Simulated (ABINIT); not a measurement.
**ZnSe (Stilleite): relaxation of cell and atoms with PBE**

The system is ZnSe (Stilleite).

```
Se Zn
1.0
     0.00000    2.83380    2.83380
     2.83380    0.00000    2.83380
     2.83380    2.83380    0.00000
Se Zn
1 1
Cartesian
  4.2507 4.2507 4.2507
  0.0000 0.0000 0.0000
```

* Program: ABINIT 10.8.3 (patched build)
* Task: relaxation of cell and atoms
* Functional: PBE
* Potentials or basis: PseudoDojo NC SR PBE v0.4.1 standard
* Cutoff: 1061 eV
* k mesh: 6 × 6 × 6
* Occupations: fermi-dirac, width 0.05 eV
* Spin: no spin polarisation
* Cell freedom (optcell): 2
* Optimiser (ionmov): 22
* Cutoff smearing ecutsm (Ha): 0.5
* Force stop (Ha/bohr): 2e-05

```json
{
 "Relaxed volume": "23.56 Å³/atom",
 "Relaxed cell": "a = 4.054 Å, b = 4.054 Å, c = 4.054 Å, α = 60.00°, β = 60.00°, γ = 60.00°",
 "Space group after relaxing (to 0.05 Å)": "F-43m (No. 216)",
 "Energy gained by relaxing": "5.1 meV/atom",
 "Ionic steps": "4",
 "Pressure after relaxing": "0.0 GPa",
 "Band gap on the k mesh": "1.15 eV, direct"
}
```

Step by step:
```csv
step,energy change (eV),largest force (eV/Å),pressure (GPa),volume (Å³)
1,0.0000,0.0000,2.14,45.51
2,-0.0035,0.0000,1.67,45.81
3,-0.0101,0.0000,0.26,46.91
4,-0.0103,0.0000,0.00,47.12
```

Final structure:
```
CELL_PARAMETERS angstrom
0.00000 2.86682 2.86682
2.86682 0.00000 2.86682
2.86682 2.86682 0.00000
ATOMIC_POSITIONS crystal
Se 0.75000 0.75000 0.75000
Zn 0.00000 0.00000 0.00000
```

Wall time 3.6 min on 1 thread of Arm Neoverse V2, on a shared host, peak memory 0.11 GiB.

A k mesh can miss the band edges. Zero-point motion and thermal expansion aren't in these numbers.
